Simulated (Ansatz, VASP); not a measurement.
# Two plane-wave programs on Ba

```xyz
1
Lattice="-2.5125 2.5125 2.5125 2.5125 -2.5125 2.5125 2.5125 2.5125 -2.5125" Properties=species:S:1:pos:R:3 pbc="T T T"
Ba    0.0000    0.0000    0.0000
```

Alike in both runs: task single point; functional PBE; k mesh 9 × 9 × 9; occupations fermi-dirac, width 0.3 eV; no spin polarisation.

```csv
,VASP,Ansatz
version,VASP 6.6.1,Ansatz 0.2.0
potentials or method,"VASP PAW PBE potentials, release 64 (Ba_sv)","plane waves (420 eV) with PAW, scalar-relativistic"
plane-wave cutoff (eV),520,420
valence electrons in the cell,10,10
```

Ansatz gave:

```
pressure (GPa) : 0.3
```

Question: Which values does VASP return?

Answer: Pressure (GPa): 0.4.

With one functional, cell and mesh, what is left measures potentials, basis and numerics.

The runs have no spin-orbit coupling, so splittings on Ba are missing.
